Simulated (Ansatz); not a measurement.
Input deck for Ansatz 0.2.0, then the block of the output on the nuclei.

The cell is a COD entry whose atoms were relaxed with PBE, the cell held.

```yaml
crystal:
  lattice:
    - [0.0, 3.01, 3.01]
    - [3.01, 0.0, 3.01]
    - [3.01, 3.01, 0.0]
  atoms:
    - { symbol: Sn, position: [0.0, 0.0, 0.0] }
    - { symbol: Se, position: [0.5, 0.5, 0.5] }
kpoints:
  mp_grid: { grid: [13, 13, 13] }
scf:
  occupations: { method: fermi_dirac, width: 0.02 }
hamiltonian:
  xc: pbe
  pseudopotentials: { kind: paw_fr }
output:
  forces: true
  stress: true
  populations: true
  efg: { quadrupole_moments_barn: { Sn: -0.132 }, contact_densities: true }
magnetization:
  noncollinear: true
  spin_orbit: true
```

The quadrupole moment typed for Sn is that of the 23.9 keV Mössbauer state of ¹¹⁹Sn; the ground state has I = 1/2 and no quadrupole moment.

```sh
ansatz run input.yaml --threads 1 --pin off --max-ram 3072MiB --backend cpu --events-out ev --progress --plain --runs-dir out
```

Of the output, the block on the nuclei alone is shown; the set-up, the SCF iterations, energies, forces and stress are cut. One atom of each set with nearly equal values is shown.

```
--- PAW observables at the nuclei: V_zz in 10²¹ V/m², potentials from the cell's mean, atoms counted from 1 ---
  atom   1  Sn V_zz =    +0.000000   η = 0.0000   by run symmetry: forbidden   C_q = -0.0000 MHz
            electrostatic potential = -8177.836644 V   contact ρ = 1239796.608317 e/Å³
  atom   2  Se V_zz =    +0.000000   η = 0.0000   by run symmetry: forbidden
            electrostatic potential = -4712.252085 V   contact ρ = 263124.096726 e/Å³
```

Hardware: 1 thread of Intel Xeon 6975P-C (Granite Rapids) (x86_64; 16 cores open to the job, memory cap 3.0 GiB, no GPU), a shared host with a load of 0.1 a core. Wall time 17 s, CPU time 17 s, peak memory 0.8 GiB.
